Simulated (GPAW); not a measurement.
## Co: energy against volume and a worked fit

```
Co
1.0
     0.00000    3.21737    3.21737
     3.21737    0.00000    3.21737
     3.21737    3.21737    0.00000
Co
6
Direct
  0.12500 0.12500 0.12500
  0.62500 0.12500 0.12500
  0.12500 0.62500 0.12500
  0.12500 0.12500 0.62500
  0.50000 0.50000 0.50000
  0.75000 0.75000 0.75000
```

This isn't the form of Co at room conditions, which is hcp.

The cell was scaled at fixed shape and fractions and run with GPAW, PAW data sets generated for this functional, cutoff 600 eV; PBEsol, k mesh 7 × 7 × 7 on the cell of 6 atoms, fermi-dirac occupations of 0.05 eV, collinear spin, ferromagnetic start, no spin-orbit coupling. Energies are those that the program minimises, any entropy of the smearing included. For a metal such a mesh isn't converged to the digits shown. The magnetic state is the one that the start led to, which needn't be the lowest.

```tsv
V (Å³/atom)	energy over the lowest row (meV/atom)
10.4354	25.34
10.6575	9.55
10.8795	1.38
11.1015	0.00
11.3236	4.68
11.5456	?
11.7676	28.84
```

Problem. Fit the third-order Birch-Murnaghan form, give V0, B0 and B′, and predict the energy left open.

Solution. With y = (V0/V)^(2/3), E = E0 + (9 V0 B0/16) [(y - 1)³ B′ + (y - 1)² (6 - 4y)]. Least squares through the rows shown give V0 = 11.0372 Å³/atom, E0 = -0.21 meV, B0 = 221.2 GPa (1 eV/Å³ = 160.218 GPa) and B′ = 5.47, with a largest miss of 0.05 meV. At V = 11.5456 the form with these constants gives 14.46 meV; the run gave 14.42 meV an atom.
